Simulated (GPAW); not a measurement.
**SnO: dielectric tensor with PBE**

SnO:

```
CELL_PARAMETERS angstrom
3.81370 0.00000 0.00000
0.00000 3.81370 0.00000
0.00000 0.00000 4.88691
ATOMIC_POSITIONS crystal
Sn 0.50000 0.00000 0.76463
Sn 0.00000 0.50000 0.23537
O 0.00000 0.00000 0.00000
O 0.50000 0.50000 0.00000
```

The cell is a database's computed one.

```yaml
Program: GPAW 26.7.0
Task: dielectric tensor
Functional: PBE
Potentials_or_basis: GPAW PAW data sets (gpaw-data 1.2.1)
Cutoff: 550 eV
Basis: pw
k_mesh: 6 × 6 × 5
Occupations: fermi-dirac, width 0.001 eV
Spin: no spin polarisation
Response_ecut: 80 eV
Maxiter: 150
Response_k_mesh: 7 × 7 × 6
Response_bands: 60
Kernels: "[\"RPA\"]"
Coarser_k_mesh: 7 × 7 × 6
```

```
Band gap on the k mesh                  : 0.15 eV, indirect (least direct gap 2.03 eV)
Electronic dielectric tensor (diagonal) : 7.57, 7.57, 6.72
```

Electronic dielectric tensor:
```
7.57 0.00 0.00
0.00 7.57 0.00
0.00 0.00 6.72
```

It took 5.9 min on 1 thread of Intel(R) Xeon(R) Processor @ 2.50GHz (Skylake/Cascade Lake), with other jobs on the host, peak memory 0.45 GiB.

Caveat: the gap is small at this level, which inflates the dielectric constant; the long-wavelength limit can be off by a per cent or two; spin-orbit coupling is left out, which moves the levels of the heavy elements; an odd mesh through Γ misses points on the zone boundary, where band edges often lie.
